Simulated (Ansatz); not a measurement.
# Te2Mo (CdCl2 (3R octahedral) bulk): optical response by level, part 2 of 2

How does Te2Mo (CdCl2 (3R octahedral) bulk) absorb light if electrons and holes don't interact? The runs, in order: optics with PBE on 6×6×6; optics with r2SCAN on 6×6×6.

Ansatz 0.2.0; plane waves, PAW; no local fields, no excitons; no spin polarisation; no spin-orbit coupling unless a run is so named. Earlier steps stand in the parts before.

### 3 Optics, r2SCAN

Contents of input.yaml:

```yaml
crystal:
  lattice:
    - [1.7509539888, 1.0109137567, 7.0687660149]
    - [-1.7509539888, 1.0109137567, 7.0687660149]
    - [0.0, -2.0218275135, 7.0687660149]
  atoms:
    - { symbol: Mo, position: [0.0, 0.0, 0.0] }
    - { symbol: Te, position: [0.2465646676, 0.2465646676, 0.2465646676] }
    - { symbol: Te, position: [0.7534353324, 0.7534353324, 0.7534353324] }
kpoints:
  mp_grid: { grid: [6, 6, 6] }
hamiltonian:
  xc: r2scan
scf:
  occupations: { method: fermi_dirac, width: 0.02 }
output:
  optics:
    e_range: [0, 12]
    de: 0.05
    sigma: 0.1
    bands: { spectra_wanted_up_to: 12 }
  write_density: true
  write_potential: true
  elf: true
  volumetric_format: npy
```

The run is started by

```
ansatz run input.yaml --threads 4 --pin off --max-ram 3686MiB --backend cpu --events-out ev --progress --plain --runs-dir out
```

The program printed:

```text
Warning: RAYON_NUM_THREADS=4 ignored (pool sized by the plan → 4); use --threads N
basis.fft_grid_basis auto: the FFT boxes are laid along the combinations [[1, -1, 0], [0, 1, 0], [0, -1, 1]] of the cell's own vectors, 3.502, 7.352 and 3.502 Å long. The dense box has 27×54×27 points. Along the cell's own vectors, as sized, it would have 54×54×54, 4.00 times as many. Of the 12 symmetry operations that the crystal satisfies within crystal.symmetry.tolerance (time reversal apart; of a slab, those that keep its plane) the dense box along the cell's own vectors carries 12, and the one as laid loses 8 of those. basis.fft_grid_basis: typed keeps the cell's own vectors: state it where this run's energies or levels are differenced outside the engine with another run's, or held beside a run that keeps those vectors. Those combinations have planes normal to reciprocal vector 3, as the cell's own vectors have. Each planar average written beside output.write_density, output.write_potential has a row for each plane of the box: 27. The volumetric files lie along those combinations, not along the cell's own vectors: a cube or XSF file states them, and fields.json those of NumPy files.
Engine: ansatz 0.2.0, aarch64-unknown-linux-gnu
Pseudopotentials: kind: paw
Pseudopotential: Mo, paw, valence charge 14, recommended cutoff 500 eV (meta_gga), Mo.paw.azcp
Pseudopotential: Te, paw, valence charge 16, recommended cutoff 500 eV (meta_gga), Te.paw.azcp
Functional definition: r2SCAN
  parameter k0 = 0.174
  parameter k1 = 0.065
  parameter a1 = 4.9479
  exchange = r2scan_x(k0 = k0, k1 = k1, a1 = a1)
  correlation = r2scan_c
Crystal: 3 atoms, lattice volume = 75.073 Å³
Basis set: ecut = 500 eV, 1927 PW (Γ), FFT grids on a1−a2, a2, −a2+a3, exchange–correlation on 108×216×108 points (64 copies of the dense FFT grid, shifted against one another)
Bands: 28, of which v1, the nominal top of the filled ones, is band 23 counted from 1 (22 counted from 0)
Symmetry: 12 space group operations
Space group: R-3m (ITA 166), of the structure as read, at distance tolerance 4.2e-5 Å
k-points: 32 of 216
Non-local potential: Mo, projectors of the file, l = 0: 3, l = 1: 2, l = 2: 2, l = 3: 1
Non-local potential: Te, projectors of the file, l = 0: 2, l = 1: 2, l = 2: 2, l = 3: 2
PAW form: soft (Blöchl's): semilocal exchange-correlation on the pseudo side does not see the compensation charge
PAW frozen core: Mo, regenerated for the run's functional (the file was generated under x = pbe(κ = 0.804, μ = 0.2195149727645171), c = pbe(β = 0.06672455060314922))
PAW frozen core: Te, regenerated for the run's functional (the file was generated under x = pbe(κ = 0.804, μ = 0.2195149727645171), c = pbe(β = 0.06672455060314922))
PAW one-centre angular grid: Mo, 590 points (default); XC on 160 Gauss nodes
PAW one-centre angular grid: Te, 590 points (default); XC on 160 Gauss nodes
Initial density: superposition of atomic densities (neutral atoms: chi_scale 0, normalization atom), corrected by the library's trained network
Initial wavefunctions: pseudopotential atomic-orbital guess
Functional: x = r2scan, c = r2scan; τ floored in thin density (d = 2e-4 eV/Å³)
SCF iter   1: F=—  HF=-18957.589075 eV  |F-HF|=—  |Δ(HF+E_count)|=         —  Δρ=7.76e-3  dr2=1.11e-1  dr2_τ=1.96e-2  ethr=1.77e-3  ⟨swp⟩=6.4  Hψ=3976  notcnv=0
preconditioner: auto → LDOS  [insulator: Δε(μ)=0.146 eV  Ē_g=7.845 eV  σ=0.020 eV  W_gap=0.54  n_scr=22 (ndim 8)  ℏωp=18.2 eV  f_vac=0.017  D(μ)=1.77/eV (n_scr^D=4)  ε∞_Penn≈6.4  β→1.0]
SCF iter   2: F=—  HF=-18957.612542 eV  |F-HF|=—  |Δ(HF+E_count)|=   2.35e-2  Δρ=3.94e-3  dr2=1.48e-2  dr2_τ=6.68e-3  ethr=2.42e-4  ⟨swp⟩=2.3  Hψ=1529  notcnv=0  defer=22
SCF iter   3: F=—  HF=-18957.611246 eV  |F-HF|=—  |Δ(HF+E_count)|=   1.30e-3  Δρ=1.23e-3  dr2=1.54e-3  dr2_τ=1.25e-4  ethr=3.22e-5  ⟨swp⟩=2.1  Hψ=1754  notcnv=0  defer=22
SCF iter   4: F=—  HF=-18957.611265 eV  |F-HF|=—  |Δ(HF+E_count)|=   1.95e-5  Δρ=3.14e-4  dr2=2.03e-4  dr2_τ=3.65e-6  ethr=3.35e-6  ⟨swp⟩=2.0  Hψ=1544  notcnv=0  defer=22
SCF iter   5: F=—  HF=-18957.611286 eV  |F-HF|=—  |Δ(HF+E_count)|=   2.11e-5  Δρ=9.15e-5  dr2=5.28e-6  dr2_τ=4.83e-7  ethr=4.41e-7  ⟨swp⟩=2.0  Hψ=1431  notcnv=0  defer=22
SCF iter   6: F=—  HF=-18957.611294 eV  |F-HF|=—  |Δ(HF+E_count)|=   8.00e-6  Δρ=2.67e-5  dr2=4.84e-7  dr2_τ=1.84e-8  ethr=1.15e-8  ⟨swp⟩=2.0  Hψ=1471  notcnv=0  defer=22
SCF iter   7: F=—  HF=-18957.611294 eV  |F-HF|=—  |Δ(HF+E_count)|=   2.46e-7  Δρ=5.70e-6  dr2=3.70e-8  dr2_τ=1.17e-9  ethr=1.05e-9  ⟨swp⟩=2.2  Hψ=1272  notcnv=0  defer=22
SCF iter   8: F=—  HF=-18957.611294 eV  |F-HF|=—  |Δ(HF+E_count)|=   7.77e-9  Δρ=1.35e-6  dr2=1.44e-9  dr2_τ=6.28e-11  ethr=8.05e-11  ⟨swp⟩=2.0  Hψ=1575  notcnv=0  defer=22
SCF iter   9: F=—  HF=-18957.611294 eV  |F-HF|=—  |Δ(HF+E_count)|=  5.35e-10  Δρ=2.87e-7  dr2=3.36e-11  dr2_τ=2.98e-12  ethr=3.13e-12  ⟨swp⟩=2.0  Hψ=1164  notcnv=0  defer=22
SCF iter  10: F=-18957.611294 eV  HF=-18957.611294 eV  |F-HF|=0.00e0  |Δ(HF+E_count)|=  1.02e-10  Δρ=5.07e-8  dr2=1.22e-12  dr2_τ=3.31e-14  ethr=1.00e-12  ⟨swp⟩=6.8  Hψ=2462  notcnv=0
SCF 1 converged in 10 iterations: F = -18957.611294 eV  dr2 = 1.22e-12
NSCF: frozen V_eff on 32 k-points
Optics k sum: 0 of 32 k-points
[...]
output.optics: what the bands over the 47 summed would add to eps1, eps2 and the energy-loss function is held between a lower and an upper bound (7 Lanczos steps). eps1, eps2 and their loss function (loss_summed_bands) are given on every row as the summed bands alone make them. Along an axis, on a row where the two bounds hold the loss function to about 1 % of the greater of itself and 0.5 % of |1/eps|, its cell (loss_completed) is given, with the completed eps1 and eps2 that it is formed of (a cell that is left empty reads nan in the table and null in the record). The two bounds hold it so along every axis on all 240 rows up to 12.000 eV. The run works to bound the rows up to 12.000 eV and no higher ones: a peak of the loss function over that energy may be left empty with no warning. To have the run work for it, set output.optics.bands.spectra_wanted_up_to to a higher energy. perfect_screening_sum, loss_f_sum_n_eff and, beside carriers, perfect_screening_limit are those of loss_summed_bands: over the bounded function the two sums would run over rows that are not all bounded, and lack what the bands left out lay past the top of the energy grid. Bounded is said of the bands left out alone, which are those that the basis at basis.ecutwfc holds: it says nothing of that cutoff, of the k-point mesh, of what the sum inside its cells errs by (eps2_relative_error), of the factors of all_electron_strengths, nor of how far the SCF is converged. The bands left out are taken at the k-points, and what their mean over the points' cells stands off that by is in neither bound: the run's estimate of it, which the test of a row counts in, is 0.09 % of |eps| at the most among the values given; where the mean stood off by over 0.5 % the points' spread read 0.1 to 3 times that
SCF converged after 10 iterations
Free energy (F): -18957.611294 eV
Harris-Foulkes:  -18957.611294 eV  (|F-HF|=0.00e0)
Internal energy: -18957.609510 eV  (E = F + TS)
E sigma→0 (E₀):  -18957.610402 eV
Entropy (-TS):   -0.001784 eV (-0.595 meV/atom)
Fermi energy:    12.855081 eV
--- Per-component energies (eV) ---
  E_band       = -611.692350
  E_kinetic    = 802.501190
  E_local      = -3656.184499  (includes V_loc(G=0)·N_el)
  E_nonlocal   = -476.716013
  E_hartree    = 2048.379759
  E_xc         = -409.120129
  E_vxc        = -479.744877  (∫ρ·V_xc dr)
  E_paw        = -12591.165280  (= ΣΔE_a)
  E_vpaw       = -928.798115  (= ΣTr[D̂ρ^β])
  E_aug_tail   = -0.000079  (compensation charges beyond the density's cutoff)
  E_vtau       = 30.490510  (kinetic-family band-sum trace: ∫τ·v_τ [+ j·A + Jᵃ·Aᵃ] dr)
  E_ewald      = -4675.652967
  E_core_change = 0.348507  (= ΣΔE_core)
  E_smearing   = -0.001784  (= −TS)
  E_closure    = 0.000000  (closes the sum)
  Σ components = -18957.611294   (vs F -18957.611294, Δ=0.00e0)
--- Band table (eV; the first three rows and the last of 32) ---
  k-point 0: bands = ["-50.4639", "-25.3235", "-25.3235", "-25.3094", "-25.3094", "-25.2433", "-25.2433", "-25.2367", "-25.2367", "-25.2143", "-25.2111", "-23.8475", "-23.7560", "-23.7560", "-1.2179", "0.0754", "6.2746", "10.2054", "10.2054", "11.2166", "11.5336", "12.0072", "12.0072", "14.3433", "14.3433", "16.4853", "16.4853", "18.9650"]
  k-point 1: bands = ["-50.4612", "-25.3204", "-25.3165", "-25.3150", "-25.3032", "-25.2491", "-25.2465", "-25.2412", "-25.2368", "-25.2115", "-25.2080", "-23.8271", "-23.7944", "-23.7631", "-0.7862", "0.3226", "6.7877", "9.2661", "10.2908", "10.6887", "11.2236", "11.6498", "11.8990", "13.4358", "14.4112", "15.2198", "15.9524", "19.1942"]
  k-point 2: bands = ["-50.4557", "-25.3301", "-25.3134", "-25.3028", "-25.2910", "-25.2629", "-25.2519", "-25.2427", "-25.2374", "-25.2068", "-25.2019", "-23.8748", "-23.7831", "-23.7772", "0.3091", "0.9759", "7.6250", "7.9120", "8.4794", "9.9568", "10.3746", "11.0779", "11.8814", "13.6555", "13.8915", "15.6864", "15.7562", "18.4850"]
  k-point 31: bands = ["-50.4639", "-25.3231", "-25.3231", "-25.3096", "-25.3096", "-25.2450", "-25.2450", "-25.2351", "-25.2351", "-25.2128", "-25.2126", "-23.8475", "-23.7560", "-23.7560", "-0.8763", "-0.4309", "7.6142", "8.8500", "10.2280", "10.2280", "12.0124", "12.0124", "12.2586", "14.1483", "14.1483", "16.7127", "16.7127", "19.3058"]
```

It took 88 s on 4 threads of Arm Neoverse V1, shared host; peak memory 1.2 GiB.

From the head of optics.tsv:

```
# eps2_relative_error = 0.0021
# drude_weight_relative_error = 0.0203
# drude_damping_ev = 0e0
# drude_plasma_energy_squared_ev2(xx yy zz xy xz yz) = 4.627423 4.627423 1.771481 0.000000 0.000000 0.000000
# drude_plasma_energy_ev(xx yy zz) = 2.151145 2.151145 1.330970
# f_sum_n_eff(xx yy zz) = 27.211924 27.211924 27.442368 of n_electrons = 46.000000
# n_bands = 47
# n_bands_set_by = photon_energy
# valid_up_to_ev = 18.550218
```

The dielectric function from optics.tsv (yy equals xx), one row in 15 (narrow peaks fall between the rows):

```tsv
E (eV)	ε₂ xx	ε₂ zz	ε₁ xx	ε₁ zz
0.05	23.89	11.95	-1741.80	-655.09
0.80	20.32	9.24	1.58	7.14
1.55	20.26	8.07	12.09	12.96
2.30	17.47	4.90	-0.87	10.62
3.05	15.66	7.57	5.11	15.10
3.80	13.37	20.24	2.58	8.70
4.55	13.02	14.16	-0.54	1.28
5.30	9.09	9.12	-2.45	0.39
6.05	6.47	10.56	-3.20	1.65
6.80	3.45	6.29	-0.42	1.34
7.55	3.19	10.94	0.13	-1.22
8.30	5.70	9.31	0.84	-3.09
9.05	6.14	5.84	-0.57	-4.18
9.80	4.66	3.90	-1.98	-3.70
10.55	3.35	2.46	-2.68	-2.82
11.30	2.30	2.26	-2.10	-1.81
```

Tallest peaks of ε₂ (mean of the periodic axes): 45.7 at 0.30 eV, 19.9 at 2.10 eV, 16.5 at 3.90 eV. The bands are partly filled, so the low end hangs on the mesh and the damping.

### 4 Comparison

```csv
level,mesh,tallest peak of ε₂,time
PBE,6×6×6,47.0 at 0.35 eV,61 s
r2SCAN,6×6×6,45.7 at 0.30 eV,88 s
```

### 5 Summary of results

The summary covers parts 1 to 2.

| quantity | value |
| --- | --- |
| tallest peak of ε₂, PBE | 47.0 at 0.35 eV |
| tallest peak of ε₂, r2SCAN | 45.7 at 0.30 eV |

**Reading.** The bands overlap or leave a gap under 0.1 eV, which the smearing fills in part, so no ε∞ is quoted there; free carriers add a Drude term, which without damping shows in ε₁ alone. For such bands the peaks and the Drude weight on a 6×6×6 mesh aren't converged.
